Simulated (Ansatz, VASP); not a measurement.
TiAl5: VASP beside Ansatz

INCAR

```
SYSTEM = TiAl5
ALGO     = Normal         ! electronic algorithm
EDIFF    = 1E-6           ! SCF threshold, eV
EDIFFG   = -0.04          ! ionic threshold
ENCUT    = 600            ! plane-wave cutoff, eV
GGA      = PE             ! functional
IBRION   = 2              ! ionic algorithm
ISIF     = 3              ! what is computed and relaxed
ISMEAR   = 0              ! smearing method
LASPH    = .True.         ! aspherical terms in the spheres
LCHARG   = .False.        ! write CHGCAR
LREAL    = .False.        ! projectors in reciprocal space
LWAVE    = .False.        ! write WAVECAR
NELM     = 100            ! most SCF steps
NSW      = 90             ! ionic steps
PREC     = Accurate       ! precision mode
SIGMA    = 0.1            ! smearing width, eV
```

KPOINTS

```
k-points
0
Gamma
  6 6 4
  0 0 0
```

POSCAR

```
TiAl5
1.0
    5.0290785100      0.0000000000      0.0000000000
   -2.5145392500      4.3553097500      0.0000000000
    0.0000000000      0.0000000000      4.0873307000
Ti Al
1 5
Direct
    0.0000000000      0.0000000000      0.0000000000
    0.0000000000      0.5000000000      0.5000000000
    0.3333333300      0.6666666700      0.0000000000
    0.6666666700      0.3333333300      0.0000000000
    0.5000000000      0.0000000000      0.5000000000
    0.5000000000      0.5000000000      0.5000000000
```

Input for Ansatz:

```yaml
crystal:
  lattice:
    - [5.02907851, 0.0, 0.0]
    - [-2.51453925, 4.35530975, 0.0]
    - [0.0, 0.0, 4.0873307]
  atoms:
    - { symbol: Ti, position: [0.0, 0.0, 0.0] }
    - { symbol: Al, position: [0.0, 0.5, 0.5] }
    - { symbol: Al, position: [0.33333333, 0.66666667, 0.0] }
    - { symbol: Al, position: [0.66666667, 0.33333333, 0.0] }
    - { symbol: Al, position: [0.5, 0.0, 0.5] }
    - { symbol: Al, position: [0.5, 0.5, 0.5] }
basis:
  ecutwfc: 420
kpoints:
  mp_grid: { grid: [6, 6, 4] }
hamiltonian:
  xc: pbe
scf:
  occupations: { method: gaussian, width: 0.1 }
  lower_state_search: "off"
output:
  forces: true
  stress: true
  eigenvalues: true
relax:
  adjacent_minimum: "off"
  f_tol: 0.04
  max_steps: 70
  cell: { stress_tol: 0.4 }
```

Change from the starting cell: species swapped into the TbCu5 type (P6/mmm, No. 191).

Alike in both runs: task relaxation of cell and atoms; functional PBE; k mesh 6 × 6 × 4; occupations gaussian, width 0.1 eV; no spin polarisation.

|  | VASP | Ansatz |
| --- | --- | --- |
| version | VASP 6.6.1 | Ansatz 0.2.0 |
| potentials or method | VASP PAW PBE potentials, release 64 (Ti_sv, Al) | scalar-relativistic, plane waves, PAW |
| plane-wave cutoff (eV) | 600 | 420 |
| valence electrons in the cell | 27 | 27 |

Ansatz gave:

* gap on the k mesh at the Fermi level, each at its own relaxed structure (eV): none
* relaxed volume (Å³/atom): 17.39
* relaxed cell length with the largest relative difference (Å): 5.238
* energy change over the relaxation (meV/atom): -132

What did VASP give for the same quantities?

gap on the k mesh at the Fermi level, each at its own relaxed structure (eV): none; relaxed volume (Å³/atom): 17.48; relaxed cell length with the largest relative difference (Å): 5.248; energy change over the relaxation (meV/atom): -132.

A gap of «none» marks a metal or a gap that the smearing closes.

Caveats: the k mesh is coarse (spacing up to 0.38 Å⁻¹), so the values aren't converged; the volume moved by over 15 % at a fixed basis, so the end points are rough (VASP).
